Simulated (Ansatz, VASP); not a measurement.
## One calculation of BaHfO3, two programs

```
Ba Hf O
1.0
     4.34915    0.00000    0.00000
     0.00000    4.34915    0.00000
     0.00000    0.00000    4.34915
Ba Hf O
1 1 3
Direct
  0.50000 0.50000 0.99800
  0.00000 0.00000 0.49800
  0.00000 0.50000 0.49800
  0.50000 0.00000 0.49800
  0.00000 0.00000 0.99800
```

Change from the starting cell: hydrostatic strain +4.1%.

Alike in both runs: task single point; functional PBE; k mesh 6 × 6 × 6; occupations fermi-dirac, width 0.02 eV; no spin polarisation.

```csv
,VASP,Ansatz
version,VASP 6.6.1,Ansatz 0.2.0
potentials or method,"VASP PAW PBE potentials, release 64 (Ba_sv, Hf_pv, O)","plane waves, PAW"
plane-wave cutoff (eV),520,420
valence electrons in the cell,38,54
```

```tsv
	VASP	Ansatz	Ansatz less VASP
gap on the k mesh at the Fermi level (eV)	3.31	3.39	+0.079
pressure (GPa)	-13.1	-12.5	+0.61
```

The two sets of potentials don't hold the same shells in valence.

Caveats: spin-orbit coupling is left out, which moves the levels of the heavy elements. A k mesh can miss the band edges.
